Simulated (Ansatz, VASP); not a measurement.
**CdSe in VASP and in Ansatz**

```xyz
2
Lattice="2.9368 2.9368 0.0000 -2.9368 2.9368 0.0000 0.0000 2.9368 2.9368" Properties=species:S:1:pos:R:3 pbc="T T T"
Cd    0.0000    0.0000    0.0000
Se    1.4684    4.4052    1.4684
```

Alike in both runs: functional PBEsol; k mesh 6 × 6 × 6; no spin polarisation.

Ansatz relaxed the structure, and its values are those at the end. VASP's run is a single point on that final structure, the one shown.

|  | VASP | Ansatz |
| --- | --- | --- |
| version | VASP 6.6.1 | Ansatz 0.2.0 |
| potentials or method | VASP PAW PBE potentials, release 64 (Cd, Se) | PAW with Ansatz's default frozen-core files, scalar-relativistic |
| plane-wave cutoff (eV) | 520 | 420 |
| occupations | gaussian, width 0.01 eV | fixed |
| valence electrons in the cell | 18 | 36 |

|  | VASP | Ansatz | Ansatz less VASP |
| --- | --- | --- | --- |
| pressure (GPa) | 7.5 | 7.0 | -0.54 |

The two sets of potentials don't hold the same shells in valence.

Caveats: the PAW data sets were made with another functional, which shifts forces and pressure a little (VASP).
